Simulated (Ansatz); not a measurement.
# AlCu: a fit and a missing row

AlCu, Pm-3m, a = 2.957 Å. The structure is a Materials Project entry; whether it is the stable form wasn't checked. Ansatz: r2SCAN, PAW, 500 eV, Γ-centred 14×14×14 mesh on 2 atoms, Gaussian smearing 0.10 eV; no spin polarisation. Symmetry fixes shape and atoms, so the cell is only scaled; pressure is positive in compression.

| V (Å³/atom) | P (GPa) |
| --- | --- |
| 12.150 | 9.46 |
| 12.538 | 4.32 |
| 12.926 | -0.01 |
| 13.314 | -3.67 |
| 13.701 | ? |

Problem. Take V0 = 12.926 Å³/atom, count pressures from its P0 = -0.01 GPa, fit the third-order Birch–Murnaghan form to the other rows, and predict the missing pressure.

Solution. With the Eulerian strain f = ½[(V0/V)^(2/3) − 1] and y = (P − P0)/[3f(1 + 2f)^(5/2)], the form is the line y = B0 + 1.5 B0 (B0′ − 4) f. Rows (f, y): 0.02107, 135.1; 0.01026, 133.7; -0.00976, 131.3. Means f = 0.007190, y = 133.37; Σ(Δf)² = 0.0004894, ΣΔfΔy = 0.06011; the slope is their ratio. y = 132.5 + 122.8 f GPa, so B0 = 132.5 GPa and B0′ = 4 + 2 × (122.8)/(3 × 132.5) = 4.62. At V = 13.701, f = -0.01904, y = 130.16 and P = -6.76 GPa. The run gave -6.76 GPa, the same to the digits shown. The form still works here, 33 % of the fitted range beyond its end.